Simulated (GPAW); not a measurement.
Runs of GPAW 26.7.0 on CdSe (Cadmoselite). The structure is hexagonal, space group P6_3mc (No. 186). The conventional cell has a = 4.300 Å, b = 4.300 Å, c = 7.020 Å, α = 90.00°, β = 90.00°, γ = 120.00°. Cd (site symmetry 3m) has 4 Se at 2.61 to 2.70 Å as nearest neighbours. Around Se (site symmetry 3m) lie 4 Cd at 2.61 to 2.70 Å. 

```csv
task,level,potentials or basis,cell,k mesh,optimizer,fmax,max steps,convergence,gap on the mesh (eV),pressure (GPa),relaxed volume (Å³/atom),largest force (eV/Å)
relaxation of cell and atoms,PBEsol+D3,"PAW data sets generated in the run's folder for this functional, pw",relaxed,5 × 5 × 3,BFGS,0.02 eV/Å,60,density=1e-05 forces=0.0001,0.62,0.0,27.12,-
relaxation of cell and atoms,PBEsol+D4,"PAW data sets generated in the run's folder for this functional, pw",relaxed,5 × 5 × 3,BFGS,0.02 eV/Å,60,density=1e-05 forces=0.0001,(c),0.0,27.48,0.02
relaxation of cell and atoms,PBEsol+D3(BJ)+ATM,"PAW data sets generated in the run's folder for this functional, pw",relaxed,5 × 5 × 3,BFGS,0.02 eV/Å,60,density=1e-05 forces=0.0001,0.60,0.0,(b),0.02
relaxation of cell and atoms,PBEsol,"PAW data sets generated in the run's folder for this functional, pw",relaxed,5 × 5 × 3,BFGS,0.02 eV/Å,60,density=1e-05 forces=0.0001,0.54,0.1,(a),0.01
```

Alike in all rows: no spin polarisation; cutoff (eV) 600; smearing fermi-dirac 0.05 eV.

Problem. Fill in the values left out.

Solution. (a) 28.01; (b) 27.27; (c) 0.59.

Caveats: later steps reuse the first step's grids.

A k mesh can miss the band edges, and the runs leave out spin-orbit coupling on Cd, Se.

Runs at the PBE level aren't shown here.
